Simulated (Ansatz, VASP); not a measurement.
# S in VASP and in Ansatz

Contents of INCAR:

```
SYSTEM = S
PREC     = Accurate       ! precision mode
ENCUT    = 520            ! plane-wave cutoff, eV
EDIFF    = 1E-6           ! SCF threshold, eV
ISMEAR   = 0              ! smearing method
SIGMA    = 0.1            ! smearing width, eV
LREAL    = .FALSE.        ! projectors in reciprocal space
LASPH    = .TRUE.         ! aspherical terms in the spheres
NELM     = 60             ! most SCF steps
ALGO     = Normal         ! electronic algorithm
ISIF     = 2              ! what is computed and relaxed
LWAVE    = .FALSE.        ! write WAVECAR
LCHARG   = .TRUE.         ! write CHGCAR
GGA      = PE             ! functional
LELF     = .TRUE.         ! ELF
LVHAR    = .TRUE.       
NBANDS   = 9              ! bands
```

The input KPOINTS:

```
regular mesh
0
G
  18 18 18
  0 0 0
```

File POSCAR:

```
S
1.0
    0.0000000000      2.0427133398      2.0427133398
    2.0427133398      0.0000000000      2.0427133398
    2.0427133398      2.0427133398      0.0000000000
S
1
Direct
    0.0000000000      0.0000000000      0.0000000000
```

Input for Ansatz:

```yaml
crystal:
  lattice:
    - [0.0, 2.0427133398, 2.0427133398]
    - [2.0427133398, 0.0, 2.0427133398]
    - [2.0427133398, 2.0427133398, 0.0]
  atoms:
    - { symbol: S, position: [0.0, 0.0, 0.0] }
basis:
  ecutwfc: 420
kpoints:
  mp_grid: { grid: [18, 18, 18] }
hamiltonian:
  xc: pbe
scf:
  occupations: { method: gaussian, width: 0.1 }
output:
  forces: true
  stress: true
  eigenvalues: true
```

Alike in both runs: task single point; functional PBE; k mesh 18 × 18 × 18; occupations gaussian, width 0.1 eV; no spin polarisation.

|  | VASP | Ansatz |
| --- | --- | --- |
| version | VASP 6.6.1 | Ansatz 0.2.0 |
| potentials or method | VASP PAW PBE potentials, release 64 (S) | scalar-relativistic, plane waves, PAW |
| plane-wave cutoff (eV) | 520 | 420 |
| valence electrons in the cell | 6 | 6 |

```csv
,VASP,Ansatz,Ansatz less VASP
gap on the k mesh at the Fermi level (eV),none,none,-
pressure (GPa),-4.9,-4.8,+0.14
```

A gap of «none» marks a metal or a gap that the smearing closes.
